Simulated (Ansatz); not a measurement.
NiO:

```xyz
2
Lattice="0.0000 2.0859 2.0859 2.0859 0.0000 2.0859 2.0859 2.0859 0.0000" Properties=species:S:1:pos:R:3 pbc="T T T"
Ni    0.0000    0.0000    0.0000
O     2.0859    2.0859    2.0859
```

Base run:

- Program: Ansatz 0.2.0
- Functional: LDA
- Potentials or basis: all-electron LAPW, scalar-relativistic
- Cutoff: 378 eV (chosen from the basis error)
- Basis error allowed: 0.001 eV/atom
- k mesh: 11 × 11 × 11
- Occupations: fermi-dirac, width 0.05 eV
- Spin: collinear spin, ferromagnetic start
- Starting moments: [1.0, 0.0] μB

Its results: pressure -19.8 GPa; net moment -0.30 μB per cell; site moments Ni -0.26; O -0.04 μB.

**Question.** After a change of settings the same cell gave: pressure 13.6 GPa; net moment 1.86 μB per cell; site moments Ni +1.55; O +0.30 μB. Which change was it?
A. functional from LDA to RPBE; occupations from fermi-dirac, width 0.05 eV to gaussian, width 0.1 eV
B. functional from LDA to PBEsol
C. functional from LDA to PBE

**Answer.** A.

Caveats: a cell with one magnetic atom can't hold antiferromagnetic order, which such compounds often take (some runs).
